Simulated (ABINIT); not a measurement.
WC (Qusongite):

```xyz
2
Lattice="2.9065 0.0000 0.0000 -1.4532 2.5171 0.0000 0.0000 0.0000 2.8366" Properties=species:S:1:pos:R:3 pbc="T T T"
W     0.0000    0.0000    0.0000
C     1.4533    0.8390    1.4183
```

Base run:

- Program: ABINIT 10.8.3 (patched build)
- Functional: HCTH407
- Potentials or basis: JTH PAW PBE v2.0
- Cutoff: 544 eV
- k mesh: 10 × 10 × 9
- Occupations: fermi-dirac, width 0.05 eV
- Spin: spin-orbit coupling, no magnetisation

Its results: band gap on the k mesh none (metal or under the smearing width); pressure -8.2 GPa.

Question: The run is repeated on the same cell with these changes: functional from HCTH407 to SOGGA. What comes out?

Answer: Band gap on the k mesh none (metal or under the smearing width); pressure -4.5 GPa.

Caveats: the PAW data sets were made with another functional, which shifts forces and pressure a little.
